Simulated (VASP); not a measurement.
# NbP (I4_1md) in VASP: relaxation of cell and atoms with PBE

Aim: the relaxation of cell and atoms of NbP with PBE.

Program: VASP 6.6.1. These are calculated values, not measurements. Logs are shortened: lines on timing, memory, paths and dates and some standing lists are left out, and cuts for length are marked.

**1. The crystal as given**

Symmetry: I4_1md, No. 109, tetragonal system. Conventional cell: a = 3.350 Å, b = 3.350 Å, c = 11.480 Å, α = 90.00°, β = 90.00°, γ = 90.00°. Nb (site symmetry 2mm) is surrounded by 6 P at 2.55 Å. P (site symmetry 2mm) is surrounded by 6 Nb at 2.55 Å.

The cell is a database's computed one.

**2. Relaxation of cell and atoms, PBE**

Input file INCAR:

```
  PREC = Accurate
  ENCUT = 600
  EDIFF = 1E-7
  ISMEAR = 0
  SIGMA = 0.1
  LREAL = F
  LASPH = T
  NELM = 100
  ALGO = Fast
  ISIF = 3
  LWAVE = F
  LCHARG = F
  GGA = PE
  IBRION = 2
  NSW = 80
  EDIFFG = -0.004
```

Input file KPOINTS:

```
regular mesh
0
Gamma
  13 13 13
```

Input file POSCAR:

```
NbP
1.0
   -1.6749232500      1.6749232500      5.7401081800
    1.6749232500     -1.6749232500      5.7401081800
    1.6749232500      1.6749232500     -5.7401081800
Nb P
2 2
Direct
    0.7498808000      0.7498808000      0.0000000000
    0.4998808000      0.9998808000      0.5000000000
    0.3327477700      0.3327477700      0.0000000000
    0.0827477800      0.5827477800      0.5000000000
```

Potentials or basis: VASP PAW PBE potentials, release 64 (Nb_sv, P).

On the command line:

```
$ cat potpaw_PBE.64/Nb_sv/POTCAR potpaw_PBE.64/P/POTCAR > POTCAR
$ mpirun -np 1 vasp_std > vasp.out
```

OUTCAR:

```text
PREC = Accurate
   ENCUT = 600
   EDIFF = 1E-7
   ISMEAR = 0
   LREAL = F
   LASPH = T
   NELM = 100
   ISIF = 3
   GGA = PE
   IBRION = 2
   NSW = 80
   EDIFFG = -0.004

 ion  position               nearest neighbor table
   1  0.750  0.750  0.000-   4 2.55   4 2.55   3 2.55   3 2.55   3 2.55   3 2.55
   2  0.500  1.000  0.500-   3 2.55   3 2.55   4 2.55   4 2.55   4 2.55   4 2.55
   3  0.333  0.333  0.000-   2 2.55   2 2.55   1 2.55   1 2.55   1 2.55   1 2.55
   4  0.083  0.583  0.500-   1 2.55   1 2.55   2 2.55   2 2.55   2 2.55   2 2.55

  LATTYP: Found a body centered tetragonal cell.
 ALAT       =     3.3498465000
 C/A-ratio  =     3.4270872889

  Lattice vectors:

 A1 = (  -1.6749232500,   1.6749232500,   5.7401081800)
 A2 = (   1.6749232500,  -1.6749232500,   5.7401081800)
 A3 = (   1.6749232500,   1.6749232500,  -5.7401081800)

Analysis of symmetry for initial positions (statically):
=====================================================================
 Subroutine PRICEL returns:
 Original cell was already a primitive cell.

 Routine SETGRP: Setting up the symmetry group for a
 body centered tetragonal supercell.

 Subroutine GETGRP returns: Found  8 space group operations
 (whereof  4 operations were pure point group operations)
 out of a pool of 16 trial point group operations.

The static configuration has the point symmetry C_2v.
 The point group associated with its full space group is C_4v.

Analysis of symmetry for dynamics (positions and initial velocities):
=====================================================================
 Subroutine PRICEL returns:
 Original cell was already a primitive cell.

 Routine SETGRP: Setting up the symmetry group for a
 body centered tetragonal supercell.

 Subroutine GETGRP returns: Found  8 space group operations
 (whereof  4 operations were pure point group operations)
 out of a pool of 16 trial point group operations.

The dynamic configuration has the point symmetry C_2v.
 The point group associated with its full space group is C_4v.

 Subroutine INISYM returns: Found  8 space group operations
 (whereof  4 operations are pure point group operations),
 and found     1 'primitive' translations

----------------------------------------------------------------------------------------

                                     Primitive cell

  volume of cell :      64.4125

  direct lattice vectors                    reciprocal lattice vectors
    -1.674923250  1.674923250  5.740108180     0.000000000  0.298521141  0.087106372
     1.674923250 -1.674923250  5.740108180     0.298521141  0.000000000  0.087106372
     1.674923250  1.674923250 -5.740108180     0.298521141  0.298521141  0.000000000

  length of vectors
     6.209635875  6.209635875  6.209635875     0.310970082  0.310970082  0.422172647

  position of ions in fractional coordinates (direct lattice)
     0.749880800  0.749880800  0.000000000
     0.499880800  0.999880800  0.500000000
     0.332747770  0.332747770  0.000000000
     0.082747780  0.582747780  0.500000000

  ion indices of the primitive-cell ions
   primitive index   ion index
                 1           1
                 2           2
                 3           3
                 4           4

----------------------------------------------------------------------------------------

 KPOINTS: regular mesh

Automatic generation of k-mesh.
 Grid dimensions read from file:
 generate k-points for:   13   13   13

 Generating k-lattice:

  Cartesian coordinates                     Fractional coordinates (reciprocal lattice)
     0.000000000  0.022963165  0.006700490     0.076923077  0.000000000  0.000000000
     0.022963165  0.000000000  0.006700490     0.000000000  0.076923077  0.000000000
     0.022963165  0.022963165  0.000000000     0.000000000  0.000000000  0.076923077

  Length of vectors
     0.023920776  0.023920776  0.032474819

  Shift w.r.t. Gamma in fractional coordinates (k-lattice)
     0.000000000  0.000000000  0.000000000

 Subroutine IBZKPT returns following result:
 ===========================================

 Found    196 irreducible k-points:

 Following reciprocal coordinates:
            Coordinates               Weight
  0.000000  0.000000  0.000000      1.000000
  0.076923 -0.000000  0.000000      8.000000
  0.153846  0.000000 -0.000000      8.000000
  0.230769  0.000000 -0.000000      8.000000
  0.307692  0.000000 -0.000000      8.000000
  0.384615  0.000000 -0.000000      8.000000
[... 16 lines left out ...]
  0.384615  0.153846  0.000000     16.000000
  0.461538  0.153846 -0.000000     16.000000
 [... further k-points ...]
   k-points           NKPTS =    196   k-points in BZ     NKDIM =    196   number of bands    NBANDS=     22
   number of dos      NEDOS =    301   number of ions     NIONS =      4
   total plane-waves  NPLWV = 125000
   dimension x,y,z NGX =    50 NGY =   50 NGZ =   50
   dimension x,y,z NGXF=   100 NGYF=  100 NGZF=  100
   ions per type =               2   2
   NGX,Y,Z   is equivalent  to a cutoff of  13.39, 13.39, 13.39 a.u.
   NGXF,Y,Z  is equivalent  to a cutoff of  26.77, 26.77, 26.77 a.u.
 SYSTEM =  unknown system
   PREC   = accura    normal or accurate (medium, high low for compatibility)
   ISTART =      0    job   : 0-new  1-cont  2-samecut
   ICHARG =      2    charge: 1-file 2-atom 10-const
   ISPIN  =      1    spin polarized calculation?
   LNONCOLLINEAR =      F non collinear calculations
   LSORBIT =      F    spin-orbit coupling
   LASPH  =      T    aspherical Exc in radial PAW
   ENCUT  =  600.0 eV  44.10 Ry    6.64 a.u.  12.40 12.40 12.40*2*pi/ulx,y,z
   NELM   =    100;   NELMIN=  2; NELMDL= -5     # of ELM steps
   EDIFF  = 0.1E-06   stopping-criterion for ELM
   LREAL  =      F    real-space projection
   EDIFFG = -.4E-02   stopping-criterion for IOM
   NSW    =     80    number of steps for IOM
   IBRION =      2    ionic relax: 0-MD 1-quasi-New 2-CG
   NFREE  =      1    steps in history (QN), initial steepest desc. (CG)
   ISIF   =      3    stress and relaxation
   ISYM   =      2    0-nonsym 1-usesym 2-fastsym
   POTIM  = 0.5000    time-step for ionic-motion
   TEBEG  =    0.0;   TEEND  =   0.0 temperature during run
   PSTRESS=    0.0 pullay stress
   NELECT =      36.0000    total number of electrons
   NUPDOWN=      -1.0000    fix difference up-down
   EMIN   =  10.00;   EMAX   =-10.00  energy-range for DOS
   EFERMI =   0.00;   METHOD = LEGACY
   ISMEAR =     0;   SIGMA  =   0.10  broadening in eV -4-tet -1-fermi 0-gaus
   EFERMI_NEDOS =   21; number of points for ismear=-14 and -15
   IALGO  =     68    algorithm
   IMIX   =      4    mixing-type and parameters
     AMIX     =   0.40;   BMIX     =  1.00
     AMIX_MAG =   1.60;   BMIX_MAG =  1.00
  volume/ion in A,a.u.               =      16.10       108.67
  Fermi-wavevector in a.u.,A,eV,Ry     =   1.348504  2.548304 24.741706  1.818464
  Thomas-Fermi vector in A             =   2.476168
   LORBIT       =      0    0 simple, 1 ext, 2 COOP (PROOUT), +10 PAW based schemes
   GGA     = PE    functional components
   LHFCALC =     F    Hartree Fock is set to
   AEXX    =    0.0000 exact exchange contribution
   IVDW    =     0    specifies the selected vdW correction
   LEPSILON=     F    determine dielectric tensor
   LRPA    =     F    only Hartree local field effects (RPA)
 conjugate gradient relaxation of ions
 non-spin polarized calculation
 RMM-DIIS sequential band-by-band and
 Gauss-broadening in eV      SIGMA  =   0.10
  energy-cutoff  :      600.00
  volume of cell :       64.41
 maximum number of plane-waves:      2179
 NGX is ok and might be reduce to    50
   NGX = 25   NGY = 25   NGZ = 25

--------------------------------------- Ionic step        1  -------------------------------------------

 number of electron      35.9999999 magnetization

 Free energy of the ion-electron system (eV)
  ---------------------------------------------------
  ext. energy  EPLUGINS =         0.00000000
  ---------------------------------------------------
  free energy    TOTEN  =       -35.29870397 eV

  energy without entropy =      -35.29571747  energy(sigma->0) =      -35.29721072

------------------------ aborting loop because EDIFF is reached ----------------------------------------

  FORCE on cell =-STRESS in cart. coord.  units (eV):
  Direction    XX          YY          ZZ          XY          YZ          ZX
  --------------------------------------------------------------------------------------
  -------------------------------------------------------------------------------------
  Total       -0.5383335     -0.5383335     -0.6406540      0.0000000      0.0000000      0.0000000
  in kB      -13.3903564    -13.3903564    -15.9354460      0.0000000      0.0000000      0.0000000
  external PRESSURE =     -14.2387196 kB  Pullay stress =       0.0000000 kB

 VOLUME and BASIS-vectors are now :
 -----------------------------------------------------------------------------
  energy-cutoff  :      600.00
  volume of cell :       64.41
      direct lattice vectors                 reciprocal lattice vectors
    -1.674923250  1.674923250  5.740108180     0.000000000  0.298521141  0.087106372
     1.674923250 -1.674923250  5.740108180     0.298521141  0.000000000  0.087106372
     1.674923250  1.674923250 -5.740108180     0.298521141  0.298521141  0.000000000
[... 191 lines left out ...]
 POSITION                                       TOTAL-FORCE (eV/Angst)
 -----------------------------------------------------------------------------------
      0.00000      0.00000      8.56625        -0.000000     -0.000000      0.012968
      1.67229      0.00000      5.71073         0.000000      0.000000      0.012968
      0.00000      0.00000      3.79963         0.000000      0.000000     -0.012968
      1.67229      0.00000      0.94411        -0.000000     -0.000000     -0.012968
 -----------------------------------------------------------------------------------
    total drift:                               -0.000000     -0.000000      0.000252

  FREE ENERGIE OF THE ION-ELECTRON SYSTEM (eV)
  ---------------------------------------------------
  free  energy   TOTEN  =       -35.3198251273 eV

  energy  without entropy=      -35.3170201593  energy(sigma->0) =      -35.31842264

--------------------------------------- Ionic step        7  -------------------------------------------

 number of electron      35.9999999 magnetization

 Free energy of the ion-electron system (eV)
  ---------------------------------------------------
  ext. energy  EPLUGINS =         0.00000000
  ---------------------------------------------------
  free energy    TOTEN  =       -35.31983914 eV

  energy without entropy =      -35.31703380  energy(sigma->0) =      -35.31843647

 E-fermi :  10.6735     XC(G=0): -12.0279

 val. band max:       10.6719586164   @ k =  -0.0769  -0.4615   0.0769
 cond. band min:      10.6786552423   @ k =  -0.3846   0.3846   0.3846
 fundamental gap:      0.0066966260
 Fermi energy:        10.6734543291

 k-point     1 :       0.0000    0.0000    0.0000
  band No.  band energies     occupation
      1     -44.2617      2.00000
      2     -44.2228      2.00000
      3     -20.5315      2.00000
      4     -20.3268      2.00000
      5     -20.3268      2.00000
      6     -20.1825      2.00000
[... 14 lines left out ...]
     21      13.3519      0.00000
     22      13.8168      0.00000
[... 552 lines left out ...]
  band No.  band energies     occupation
      1     -44.2293      2.00000
      2     -44.2133      2.00000
      3     -20.6093      2.00000
      4     -20.4495      2.00000
      5     -20.3702      2.00000
      6     -20.3344      2.00000
[... 14 lines left out ...]
     21      13.3519      0.00000
     22      13.8517      0.00000

 [... further k-points ...]

------------------------ aborting loop because EDIFF is reached ----------------------------------------

  FORCE on cell =-STRESS in cart. coord.  units (eV):
  Direction    XX          YY          ZZ          XY          YZ          ZX
  --------------------------------------------------------------------------------------
  -------------------------------------------------------------------------------------
  Total       -0.0098592     -0.0098592     -0.0134087      0.0000000      0.0000000      0.0000000
  in kB       -0.2472003     -0.2472003     -0.3361992      0.0000000      0.0000000      0.0000000
  external PRESSURE =      -0.2768666 kB  Pullay stress =       0.0000000 kB

 VOLUME and BASIS-vectors are now :
 -----------------------------------------------------------------------------
  energy-cutoff  :      600.00
  volume of cell :       63.90
      direct lattice vectors                 reciprocal lattice vectors
    -1.672429696  1.672429696  5.711450337     0.000000000  0.298966229  0.087543438
     1.672429696 -1.672429696  5.711450337     0.298966229  0.000000000  0.087543438
     1.672429696  1.672429696 -5.711450337     0.298966229  0.298966229  0.000000000

 POSITION                                       TOTAL-FORCE (eV/Angst)
 -----------------------------------------------------------------------------------
      1.67243      1.67243      2.85606         0.000000     -0.000000     -0.002069
      0.00000      1.67243      0.00034        -0.000000      0.000000     -0.002069
      0.00000      0.00000      3.79925        -0.000000      0.000000      0.002069
      1.67243      0.00000      0.94352         0.000000     -0.000000      0.002069
 -----------------------------------------------------------------------------------
    total drift:                               -0.000000     -0.000000     -0.000074

  FREE ENERGIE OF THE ION-ELECTRON SYSTEM (eV)
  ---------------------------------------------------
  free  energy   TOTEN  =       -35.3198391434 eV

  energy  without entropy=      -35.3170338003  energy(sigma->0) =      -35.31843647

 reached required accuracy - stopping structural energy minimisation
```

Run time: 67 min. Hardware: 1 thread of Intel Xeon 6975P-C (Granite Rapids), shared host; peak memory 0.63 GiB.

Results:

- Free energy: -35.3198 eV
- Relaxed volume: 15.98 Å³/atom
- Relaxed cell: a = 6.182 Å, b = 6.182 Å, c = 6.182 Å, α = 148.61°, β = 148.61°, γ = 44.99°
- Space group after relaxing (to 0.05 Å): I4_1md (No. 109)
- Energy gained by relaxing: 5.3 meV/atom
- Ionic steps: 7
- Pressure after relaxing: 0.0 GPa
- Band gap on the k mesh: none (metal or under the smearing width)

Forces in eV/Å, atoms in the order of the input:
```
Nb   0.000  0.000 -0.002
Nb   0.000  0.000 -0.002
P    0.000  0.000  0.002
P    0.000  0.000  0.002
```

Step by step:
```tsv
step	energy change (eV)	largest force (eV/Å)	pressure (GPa)	volume (Å³)
1	0.0000	0.0143	-1.42	64.41
2	0.0042	0.0138	2.59	63.09
3	-0.0209	0.0124	-0.01	63.91
4	-0.0209	0.0122	0.02	63.90
5	-0.0211	0.0127	0.02	63.89
6	-0.0211	0.0130	0.02	63.88
7	-0.0211	0.0021	-0.03	63.90
```

Final structure:
```yaml
crystal:
  lattice:
    - [-1.67243, 1.67243, 5.71145]
    - [1.67243, -1.67243, 5.71145]
    - [1.67243, 1.67243, -5.71145]
  atoms:
    - { symbol: Nb, position: [0.75003, 0.75003, 0.00000] }
    - { symbol: Nb, position: [0.50003, 0.00003, 0.50000] }
    - { symbol: P, position: [0.33260, 0.33260, 0.00000] }
    - { symbol: P, position: [0.08260, 0.58260, 0.50000] }
```

Levels at points of the mesh, in eV from the Fermi level:
```
           k point  band 15  band 16  band 17  band 18  band 19  band 20  band 21  band 22
(0.00, 0.00, 0.00)    -2.15    -1.71    -1.37    -1.37     0.81     1.60     2.68     3.14
```
